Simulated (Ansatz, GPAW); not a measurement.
This is a calculation of Ni for GPAW 26.7.0 (ASE script). 

run.py

```python
from ase.dft.bandgap import bandgap
from ase.io import read, write
from ase.units import Bohr, GPa
from gpaw import GPAW, PW
from gpaw.elf import elf_from_dft_calculation

atoms = read('Ni.xyz')
atoms.set_initial_magnetic_moments([1.0])

calc = GPAW(mode=PW(600),
            xc='PBE',
            kpts={'size': (13, 13, 13), 'gamma': True},
            occupations={'name': 'methfessel-paxton', 'order': 0, 'width': 0.017},
            nbands=17,
            convergence={'density': 1e-05, 'energy': 1e-05},
            maxiter=150,
            txt='gpaw.txt')
atoms.calc = calc
energy = atoms.get_potential_energy()
forces = atoms.get_forces()
stress = atoms.get_stress()
calc.write('gs.gpw')
write('result.traj', atoms)
print(f'Energy: {energy:.6f} eV')
print('Forces (eV/A):')
print(forces.round(4))
print('Stress (GPa):', (stress / GPa).round(3))
print('Moments:', calc.get_magnetic_moments().round(3))
print('Fermi level:', round(calc.get_fermi_level(), 4), 'eV')
print(f'Gap: {bandgap(calc)[0]:.4f} eV, direct: {bandgap(calc, direct=True)[0]:.4f} eV')

# fields on the real-space grid
write('density.cube', atoms, data=calc.get_pseudo_density() * Bohr**3)
write('potential.cube', atoms, data=calc.get_electrostatic_potential())
write('spin.cube', atoms, data=(calc.get_pseudo_density(spin=0) - calc.get_pseudo_density(spin=1)) * Bohr**3)
write('elf.cube', atoms, data=elf_from_dft_calculation(calc).data)
```

File Ni.xyz:

```xyz
1
Lattice="0.0000000000 1.7375729330 1.7375729330 1.7375729330 0.0000000000 1.7375729330 1.7375729330 1.7375729330 0.0000000000" Properties=species:S:1:pos:R:3 pbc="T T T"
Ni     0.0000000000      0.0000000000      0.0000000000
```

Potentials or basis: GPAW PAW data sets (gpaw-data 1.2.1), pw.

Launch:

```console
$ OMP_NUM_THREADS=1 python run.py
```

**Question.** Set up the same calculation for Ansatz 0.2.0. Potentials or basis there: Ansatz PAW, cutoff 420 eV.

**Answer.** As run (cutoffs and basis follow the program's own potentials, and thresholds, step limits or extra output files can differ):

File input.yaml:

```yaml
crystal:
  lattice:
    - [0.0, 1.737572933, 1.737572933]
    - [1.737572933, 0.0, 1.737572933]
    - [1.737572933, 1.737572933, 0.0]
  atoms:
    - { symbol: Ni, position: [0.0, 0.0, 0.0], spin: 1.0 }
hamiltonian:
  xc: pbe
  pseudopotentials: { kind: paw }
magnetization:
  spin_polarized: true
kpoints:
  mp_grid: { grid: [13, 13, 13] }
scf:
  occupations: { method: gaussian, width: 0.017 }
output:
  forces: true
  stress: true
  eigenvalues: true
```

Potentials or basis: Ansatz PAW.

Command:

```sh
$ ansatz run input.yaml --threads 2 --pin off --max-ram 5632MiB --backend cpu --events-out ev --progress --plain --runs-dir out
```

Both were run:

|  | GPAW | Ansatz |
| --- | --- | --- |
| Pressure | 10.5 GPa | 8.0 GPa |
| Net moment | 0.64 μB per cell | 0.64 μB per cell |

Ansatz's pressure holds a Pulay term of +0.06 GPa for its cutoff of 420 eV, which the other run lacks.

The potentials hold 16 and 18 valence electrons a cell.

Where Ansatz's input types no cutoff or centring, it takes its own default and a Γ-centred mesh.

The magnetic state is the one that the start led to; the real crystal's order can differ.

The cell lies far from this level's equilibrium.

Pressure is positive in compression.
